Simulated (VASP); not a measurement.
Input of a VASP 6.6.1 run:

File INCAR:

```
SYSTEM = Se
  PREC = Accurate
  ENCUT = 600
  EDIFF = 1E-7
  ISMEAR = 0
  SIGMA = 0.03
  LREAL = .FALSE.
  LASPH = .TRUE.
  NELM = 80
  ALGO = Normal
  ISIF = 3
  LWAVE = .FALSE.
  LCHARG = .FALSE.
  GGA = PE
  IVDW = 12
  IBRION = 2
  NSW = 90
  EDIFFG = -0.005
```

KPOINTS

```
Automatic mesh
0
G
  9 9 6
  0 0 0
```

File POSCAR:

```
Se                                      
1.0
    4.0646724215      0.0000000000     -0.0000000000
   -2.0323362107      3.5201095751      0.0000000000
    0.0000000000     -0.0000000000      5.1336898542
  Se            
     3
Direct
     0.2477491664428600    0.0000000000000000    0.3333333332999970
     0.0000000000000001    0.2477491664428599    0.6666666667000030
     0.7522508335571398    0.7522508335571398    0.0000000000000000
```

Potentials or basis: VASP PAW PBE potentials, release 64 (Se).

Launch:

```sh
$ cat potpaw_PBE.64/Se/POTCAR > POTCAR
$ mpirun -np 1 vasp_std > vasp.out
```

Estimate the dispersion energy per atom.

-0.356 eV.

Estimate the band gap on the k mesh.

0.51 eV, direct.

Final structure:
```
CELL_PARAMETERS angstrom
4.06467 0.00000 0.00000
-2.03234 3.52011 0.00000
0.00000 0.00000 5.13369
ATOMIC_POSITIONS crystal
Se 0.24775 0.00000 0.33333
Se 0.00000 0.24775 0.66667
Se 0.75225 0.75225 0.00000
```

Caveat: the relaxation stopped at its first step, so nothing moved; an odd mesh through Γ misses points on the zone boundary, where band edges often lie.
